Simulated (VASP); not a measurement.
# Fe (Fmmm) in VASP: further runs

One crystal, Fe, is run at these levels: PBEsol; tasks: single point.

All numbers are computed with VASP 6.6.1; they aren't measurements. Logs are shortened: lines on timing, memory, paths and dates and some standing lists are left out, and cuts for length are marked.

**1. The crystal as given**

The structure is orthorhombic, space group Fmmm (No. 69). Conventional cell: a = 2.997 Å, b = 3.883 Å, c = 3.930 Å, α = 90.00°, β = 90.00°, γ = 90.00°. Around Fe (site symmetry mmm) lie 12 Fe at 2.45 to 2.76 Å.

**2. Single point, PBEsol, collinear spin, ferromagnetic start**

File INCAR:

```
  PREC = Accurate
  ENCUT = 450
  EDIFF = 1E-6
  ISMEAR = 1
  SIGMA = 0.1
  LREAL = False
  LASPH = True
  NELM = 100
  ALGO = Normal
  ISIF = 2
  LWAVE = False
  LCHARG = False
  ISPIN = 2
  MAGMOM = 3
  LORBIT = 11
  LMAXMIX = 4
  GGA = PS
  NBANDS = 14
  ADDGRID = False
```

File KPOINTS:

```
Automatic mesh
0
Gamma
  6 6 6
```

File POSCAR:

```
Fe
1.0
    0.0000000000      1.9417396906      1.9651051623
    1.4984397099      0.0000000000      1.9651051623
    1.4984397099      1.9417396906      0.0000000000
Fe
1
Direct
    0.0000000000      0.0000000000      0.0000000000
```

Potentials or basis: VASP PAW PBE potentials, release 64 (Fe).

Launch:

```
cat potpaw_PBE.64/Fe/POTCAR > POTCAR
mpirun -np 1 vasp_std > vasp.out
```

OUTCAR:

```text
PREC = Accurate
   ENCUT = 450
   EDIFF = 1E-6
   ISMEAR = 1
   LREAL = False
   LASPH = True
   NELM = 100
   ISIF = 2
   ISPIN = 2
   LORBIT = 11
   GGA = PS

 Found     46 irreducible k-points:

 Following reciprocal coordinates:
            Coordinates               Weight
  0.000000  0.000000  0.000000      1.000000
  0.166667 -0.000000 -0.000000      8.000000
  0.333333 -0.000000  0.000000      8.000000
  0.500000 -0.000000 -0.000000      4.000000
  0.166667  0.166667  0.000000      2.000000
  0.333333  0.166667  0.000000      8.000000
   k-points           NKPTS =     46   k-points in BZ     NKDIM =     46   number of bands    NBANDS=     14
   number of dos      NEDOS =    301   number of ions     NIONS =      1
   total plane-waves  NPLWV =   6480
   dimension x,y,z NGX =    20 NGY =   18 NGZ =   18
   dimension x,y,z NGXF=    40 NGYF=   36 NGZF=   36
   ions per type =               1
   NGX,Y,Z   is equivalent  to a cutoff of  12.04, 12.11, 12.20 a.u.
   NGXF,Y,Z  is equivalent  to a cutoff of  24.07, 24.22, 24.40 a.u.
 SYSTEM =  unknown system
   PREC   = accura    normal or accurate (medium, high low for compatibility)
   ISTART =      0    job   : 0-new  1-cont  2-samecut
   ICHARG =      2    charge: 1-file 2-atom 10-const
   ISPIN  =      2    spin polarized calculation?
   LNONCOLLINEAR =      F non collinear calculations
   LSORBIT =      F    spin-orbit coupling
   LASPH  =      T    aspherical Exc in radial PAW
   ENCUT  =  450.0 eV  33.07 Ry    5.75 a.u.   4.78  4.27  4.24*2*pi/ulx,y,z
   NELM   =    100;   NELMIN=  2; NELMDL= -5     # of ELM steps
   EDIFF  = 0.1E-05   stopping-criterion for ELM
   LREAL  =      F    real-space projection
   EDIFFG = 0.1E-04   stopping-criterion for IOM
   NSW    =      0    number of steps for IOM
   IBRION =     -1    ionic relax: 0-MD 1-quasi-New 2-CG
   NFREE  =      0    steps in history (QN), initial steepest desc. (CG)
   ISIF   =      2    stress and relaxation
   ISYM   =      2    0-nonsym 1-usesym 2-fastsym
   POTIM  = 0.5000    time-step for ionic-motion
   TEBEG  =    0.0;   TEEND  =   0.0 temperature during run
   PSTRESS=    0.0 pullay stress
   NELECT =       8.0000    total number of electrons
   NUPDOWN=      -1.0000    fix difference up-down
   EMIN   =  10.00;   EMAX   =-10.00  energy-range for DOS
   EFERMI =   0.00;   METHOD = LEGACY
   ISMEAR =     1;   SIGMA  =   0.10  broadening in eV -4-tet -1-fermi 0-gaus
   EFERMI_NEDOS =   21; number of points for ismear=-14 and -15
   IALGO  =     38    algorithm
   IMIX   =      4    mixing-type and parameters
     AMIX     =   0.40;   BMIX     =  1.00
     AMIX_MAG =   1.60;   BMIX_MAG =  1.00
  volume/ion in A,a.u.               =      11.44        77.17
  Fermi-wavevector in a.u.,A,eV,Ry     =   1.453303  2.746344 28.736719  2.112089
  Thomas-Fermi vector in A             =   2.570585
   LORBIT       =     11    0 simple, 1 ext, 2 COOP (PROOUT), +10 PAW based schemes
   GGA     = PS    functional components
   LHFCALC =     F    Hartree Fock is set to
   AEXX    =    0.0000 exact exchange contribution
   IVDW    =     0    specifies the selected vdW correction
   LEPSILON=     F    determine dielectric tensor
   LRPA    =     F    only Hartree local field effects (RPA)
 spin polarized calculation
 Methfessel and Paxton  Order N= 1 SIGMA  =   0.10
  energy-cutoff  :      450.00
  volume of cell :       11.44
 maximum number of plane-waves:       261
   NGX =  9   NGY =  9   NGZ =  9

 number of electron       7.9999998 magnetization       2.2584930

 Free energy of the ion-electron system (eV)
  ---------------------------------------------------
  ext. energy  EPLUGINS =         0.00000000
  ---------------------------------------------------
  free energy    TOTEN  =        -8.91116184 eV

  energy without entropy =       -8.91104414  energy(sigma->0) =       -8.91112261

 E-fermi :   5.5641     XC(G=0): -13.2349

 val. band max:        5.5346952572   @ k =  -0.1667   0.1667   0.1667
 cond. band min:       5.5906790333   @ k =   0.3333   0.1667   0.1667
 fundamental gap:      0.0559837762
 Fermi energy:         5.5640888899

 spin component 1

 k-point     1 :       0.0000    0.0000    0.0000
  band No.  band energies     occupation
      1      -2.8889      1.00000
      2       3.1504      1.00000
      3       3.2427      1.00000
      4       3.5917      1.00000
      5       4.3232      1.00000
      6       4.7215      1.00000
      7      29.3793      0.00000
      8      30.8562      0.00000
      9      31.1202      0.00000
     10      35.0616      0.00000
     11      36.1147      0.00000
     12      36.3626      0.00000
     13      36.8702      0.00000
     14      36.9615      0.00000

 k-point     2 :       0.1667   -0.0000   -0.0000
  band No.  band energies     occupation
      1      -1.8160      1.00000
      2       3.1038      1.00000
      3       3.1588      1.00000
      4       3.9742      1.00000
      5       4.2146      1.00000
      6       4.6419      1.00000
      7      24.7297      0.00000
      8      28.6912      0.00000
      9      30.2625      0.00000
     10      33.0324      0.00000
     11      33.4422      0.00000
     12      34.6186      0.00000
     13      37.9772      0.00000
     14      40.5826      0.00000

 k-point     3 :       0.3333   -0.0000    0.0000
  band No.  band energies     occupation
      1       0.3123      1.00000
      2       2.6550      1.00000
      3       3.5296      1.00000
      4       4.2979      1.00000
      5       4.7249      1.00000
      6       5.2053      1.00000
      7      17.1468      0.00000
      8      25.6850      0.00000
      9      28.2394      0.00000
     10      29.9100      0.00000
     11      32.9554      0.00000
     12      37.1272      0.00000
     13      39.7939      0.00000
     14      47.0619      0.00000

 k-point     4 :       0.5000   -0.0000   -0.0000
  band No.  band energies     occupation
      1       0.6971      1.00000
      2       2.4235      1.00000
      3       4.2632      1.00000
      4       4.8630      1.00000
      5       5.8332     -0.00047
      6       5.9241     -0.00000
      7      12.6080      0.00000
      8      24.4366      0.00000
      9      26.5504      0.00000
     10      29.5502      0.00000
     11      33.1593      0.00000
     12      37.8847      0.00000
     13      42.7223      0.00000
     14      45.5413      0.00000

 k-point     5 :       0.1667    0.1667    0.0000
  band No.  band energies     occupation
      1      -1.7452      1.00000
      2       2.8091      1.00000
      3       3.4051      1.00000
      4       3.8382      1.00000
      5       4.4549      1.00000
      6       4.6061      1.00000
      7      25.9130      0.00000
      8      28.1191      0.00000
      9      28.7802      0.00000
     10      30.7021      0.00000
     11      33.6394      0.00000
     12      36.3201      0.00000
     13      39.9203      0.00000
     14      39.9358      0.00000

 k-point     6 :       0.3333    0.1667    0.0000
  band No.  band energies     occupation
      1       0.0612      1.00000
      2       2.6090      1.00000
      3       2.8649      1.00000
      4       4.2871      1.00000
      5       4.8696      1.00000
      6       5.1295      1.00000
      7      21.0046      0.00000
      8      22.7531      0.00000
      9      27.1145      0.00000
     10      30.5574      0.00000
     11      35.1666      0.00000
     12      37.1451      0.00000
     13      40.5478      0.00000
     14      43.9533      0.00000

 [... further k-points ...]

 spin component 2

 k-point     1 :       0.0000    0.0000    0.0000
  band No.  band energies     occupation
      1      -2.6137      1.00000
      2       5.0911      1.00000
      3       5.2194      1.00001
      4       5.6938     -0.03472
      5       6.8952     -0.00000
      6       7.5001     -0.00000
      7      29.2708      0.00000
      8      30.7960      0.00000
      9      31.0906      0.00000
     10      35.4956      0.00000
     11      36.2829      0.00000
     12      37.3998      0.00000
     13      37.6320      0.00000
     14      37.7277      0.00000

 k-point     2 :       0.1667   -0.0000   -0.0000
  band No.  band energies     occupation
      1      -1.5269      1.00000
      2       5.0258      1.00000
      3       5.1063      1.00000
      4       6.0769     -0.00000
      5       6.7302     -0.00000
      6       7.3943     -0.00000
      7      25.2601      0.00000
      8      28.7895      0.00000
      9      30.5455      0.00000
     10      33.8274      0.00000
     11      34.0512      0.00000
     12      35.0656      0.00000
     13      38.3760      0.00000
     14      41.1854      0.00000

 k-point     3 :       0.3333   -0.0000    0.0000
  band No.  band energies     occupation
      1       0.9836      1.00000
      2       4.5436      1.00000
      3       4.8867      1.00000
      4       6.7627     -0.00000
      5       7.4178     -0.00000
      6       7.4408     -0.00000
      7      18.1220      0.00000
      8      25.8366      0.00000
      9      28.9563      0.00000
     10      30.4593      0.00000
     11      33.6484      0.00000
     12      37.5593      0.00000
     13      40.0549      0.00000
     14      47.4843      0.00000

 k-point     4 :       0.5000   -0.0000   -0.0000
  band No.  band energies     occupation
      1       2.0095      1.00000
      2       4.2743      1.00000
      3       6.0559     -0.00000
      4       6.7975     -0.00000
      5       7.5532     -0.00000
      6       8.2484      0.00000
      7      14.0661      0.00000
      8      24.5561      0.00000
      9      27.1798      0.00000
     10      30.1894      0.00000
     11      33.9373      0.00000
     12      38.1198      0.00000
     13      43.0534      0.00000
     14      46.3641      0.00000

 k-point     5 :       0.1667    0.1667    0.0000
  band No.  band energies     occupation
      1      -1.4539      1.00000
      2       4.6822      1.00000
      3       5.4435      1.03540
      4       5.8696     -0.00007
      5       7.0466     -0.00000
      6       7.3062     -0.00000
      7      26.3378      0.00000
      8      28.4181      0.00000
      9      29.0047      0.00000
     10      31.5724      0.00000
     11      34.4269      0.00000
     12      36.5108      0.00000
     13      40.2262      0.00000
     14      40.4395      0.00000

 k-point     6 :       0.3333    0.1667    0.0000
  band No.  band energies     occupation
      1       0.4850      1.00000
      2       4.3820      1.00000
      3       4.7645      1.00000
      4       6.7823     -0.00000
      5       7.2253     -0.00000
      6       7.5667      0.00000
      7      21.7304      0.00000
      8      23.4004      0.00000
      9      27.7849      0.00000
     10      30.8428      0.00000
     11      35.5836      0.00000
     12      37.7044      0.00000
     13      41.1409      0.00000
     14      44.3122      0.00000

 [... further k-points ...]

------------------------ aborting loop because EDIFF is reached ----------------------------------------

  FORCE on cell =-STRESS in cart. coord.  units (eV):
  Direction    XX          YY          ZZ          XY          YZ          ZX
  --------------------------------------------------------------------------------------
  -------------------------------------------------------------------------------------
  Total       -1.1770919     -0.3452989     -0.5517642      0.0000000      0.0000000      0.0000000
  in kB     -164.9205862    -48.3793187    -77.3068651      0.0000000      0.0000000      0.0000000
  external PRESSURE =     -96.8689233 kB  Pullay stress =       0.0000000 kB

 VOLUME and BASIS-vectors are now :
 -----------------------------------------------------------------------------
  energy-cutoff  :      450.00
  volume of cell :       11.44
      direct lattice vectors                 reciprocal lattice vectors
     0.000000000  1.941739691  1.965105162    -0.333680426  0.257501045  0.254439309
     1.498439710  0.000000000  1.965105162     0.333680426 -0.257501045  0.254439309
     1.498439710  1.941739691  0.000000000     0.333680426  0.257501045 -0.254439309

 POSITION                                       TOTAL-FORCE (eV/Angst)
 -----------------------------------------------------------------------------------
      0.00000      0.00000      0.00000         0.000000      0.000000      0.000000
 -----------------------------------------------------------------------------------
    total drift:                                0.000000     -0.000000     -0.000000

  FREE ENERGIE OF THE ION-ELECTRON SYSTEM (eV)
  ---------------------------------------------------
  free  energy   TOTEN  =        -8.9111618450 eV

  energy  without entropy=       -8.9110441414  energy(sigma->0) =       -8.91112261

 total charge

# of ion       s       p       d       tot
------------------------------------------
    1        0.490   0.532   6.240   7.262

 magnetization (x)

# of ion       s       p       d       tot
------------------------------------------
    1       -0.013  -0.047   2.307   2.247
```

Wall time 8.1 s (1 thread of Intel Xeon 6975P-C (Granite Rapids), shared host); peak memory 0.13 GiB.

The run converged, but some of its settings lie outside the range that counts as converged, so its numbers aren't taken as properties of the crystal.

Results:

- Free energy: -8.9112 eV
- Pressure: -9.7 GPa
- Band gap on the k mesh: none (metal or under the smearing width)
- Net moment: 2.26 μB per cell
- Site moments: Fe +2.25 μB
- Valence electrons inside the program's atomic spheres: Fe 7.26

Caveat: the k mesh is coarse (spacing up to 0.52 Å⁻¹), so the values aren't converged; the PAW data sets were made with another functional, which shifts forces and pressure a little.

**3. Single point, PBEsol, collinear spin, ferromagnetic start**

Changes to INCAR since step 2:

```diff
@@ -4,3 +4,3 @@
   ISMEAR = 1
-  SIGMA = 0.1
+  SIGMA = 0.4
   LREAL = False
```

KPOINTS is that of step 2.

POSCAR is that of step 2.

Potentials or basis: VASP PAW PBE potentials, release 64 (Fe).

Launch:

```
cat potpaw_PBE.64/Fe/POTCAR > POTCAR
mpirun -np 1 vasp_std > vasp.out
```

Wall time 7.5 s (1 thread of Intel Xeon 6975P-C (Granite Rapids), shared host); peak memory 0.12 GiB.

The run converged, but some of its settings lie outside the range that counts as converged, so its numbers aren't taken as properties of the crystal.

What came out:

* Free energy: -8.9033 eV
* Pressure: -10.1 GPa
* Band gap on the k mesh: none (metal or under the smearing width)
* Net moment: 2.25 μB per cell
* Site moments: Fe +2.24 μB
* Valence electrons inside the program's atomic spheres: Fe 7.26

Caveat: the k mesh is coarse (spacing up to 0.52 Å⁻¹), so the values aren't converged; the PAW data sets were made with another functional, which shifts forces and pressure a little.

**4. Single point, PBEsol, collinear spin, ferromagnetic start**

Changes to INCAR since step 3:

```diff
@@ -4,3 +4,3 @@
   ISMEAR = 1
-  SIGMA = 0.4
+  SIGMA = 0.2
   LREAL = False
```

KPOINTS is that of step 3.

POSCAR is that of step 3.

Launch:

```
cat potpaw_PBE.64/Fe/POTCAR > POTCAR
mpirun -np 1 vasp_std > vasp.out
```

Run time: 7.8 s. Hardware: 1 thread of Intel Xeon 6975P-C (Granite Rapids), shared host; peak memory 0.13 GiB.

The run converged, but some of its settings lie outside the range that counts as converged, so its numbers aren't taken as properties of the crystal.

Results:

```yaml
Free_energy: -8.9109 eV
Pressure: -9.8 GPa
Band_gap_on_the_k_mesh: none (metal or under the smearing width)
Net_moment: 2.25 μB per cell
Site_moments: Fe +2.24 μB
Valence_electrons_inside_the_program's_atomic_spheres: Fe 7.26
```

Caveat: the k mesh is coarse (spacing up to 0.52 Å⁻¹), so the values aren't converged; the PAW data sets were made with another functional, which shifts forces and pressure a little.

**5. The reference run**

An earlier run on the cell as given: functional PBE; potentials or basis VASP PAW PBE potentials, release 64 (Fe); cutoff 520 eV; k mesh 13 × 13 × 13; occupations fermi-dirac, width 0.05 eV; collinear spin, ferromagnetic start; starting moments [3.0] μB.

- Pressure: -1.0 GPa
- Band gap on the k mesh: none (metal or under the smearing width)
- Net moment: 2.20 μB per cell
- Site moments: Fe +2.19 μB
- Valence electrons inside the program's atomic spheres: Fe 7.26
